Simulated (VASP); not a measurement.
A run of VASP 6.6.1 is set up as follows.

File INCAR:

```
PREC = Accurate ; ENCUT = 600
EDIFF = 1E-7 ; ISMEAR = 1
SIGMA = 0.1 ; LREAL = False
LASPH = True ; NELM = 80
ALGO = Normal ; ISIF = 3
LWAVE = False ; LCHARG = False
GGA = PS ; IBRION = 2
NSW = 90 ; EDIFFG = -0.005
KPAR = 2
```

The input KPOINTS:

```
regular mesh
0
Gamma
  8 8 8
```

Contents of POSCAR:

```
Ta                                      
1.0
    5.2560118885     -0.0000000000      0.0000000000
   -0.0000000000      5.2560118885      0.0000000000
    0.0000000000      0.0000000000      5.2560118885
  Ta            
     8
Direct
     0.0000000000000000    0.0000000000000000    0.0000000000000000
     0.5000000000000000    0.5000000000000000    0.5000000000000000
     0.2500000000000000    0.0000000000000000    0.5000000000000000
     0.7500000000000000    0.0000000000000000    0.5000000000000000
     0.5000000000000000    0.7500000000000000    0.0000000000000000
     0.5000000000000000    0.2500000000000000    0.0000000000000000
     0.0000000000000000    0.5000000000000000    0.7500000000000000
     0.0000000000000000    0.5000000000000000    0.2500000000000000
```

Potentials or basis: VASP PAW PBE potentials, release 64 (Ta_pv).

The run is started by

```console
$ cat potpaw_PBE.64/Ta_pv/POTCAR > POTCAR
$ mpirun -np 2 vasp_std > vasp.out
```

**Question.** Estimate the band gap on the k mesh.

**Answer.** None (metal or under the smearing width).

Final structure:
```xyz
8
Lattice="5.2560 0.0000 0.0000 0.0000 5.2560 0.0000 0.0000 0.0000 5.2560" Properties=species:S:1:pos:R:3 pbc="T T T"
Ta    0.0000    0.0000    0.0000
Ta    2.6280    2.6280    2.6280
Ta    1.3140    0.0000    2.6280
Ta    3.9420    0.0000    2.6280
Ta    2.6280    3.9420    0.0000
Ta    2.6280    1.3140    0.0000
Ta    0.0000    2.6280    3.9420
Ta    0.0000    2.6280    1.3140
```

Caveat: the relaxation stopped at its first step, so nothing moved. The run has no spin-orbit coupling, so splittings on Ta are missing.
